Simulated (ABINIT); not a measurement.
Ta:

```xyz
2
Lattice="2.9004 0.0000 0.0000 -1.4502 2.5118 0.0000 0.0000 0.0000 5.1663" Properties=species:S:1:pos:R:3 pbc="T T T"
Ta    0.0000    1.6745    1.2916
Ta    1.4502    0.8373    3.8747
```

This isn't the form of Ta at room conditions, which is bcc.

Base run:

```yaml
Program: ABINIT 10.8.3 (patched build)
Functional: PBEsol
Potentials_or_basis: JTH PAW PBE v2.0
Cutoff: 626 eV
k_mesh: 11 × 11 × 5
Occupations: fermi-dirac, width 0.05 eV
Spin: no spin polarisation
```

Its results: band gap on the k mesh none (metal or under the smearing width); pressure -7.6 GPa.

Q: The run is repeated on the same cell with these changes: functional from PBEsol to r2SCAN. What comes out?

A: Band gap on the k mesh none (metal or under the smearing width); pressure -3.6 GPa.

Caveats: the PAW data sets were made with another functional, which shifts forces and pressure a little.
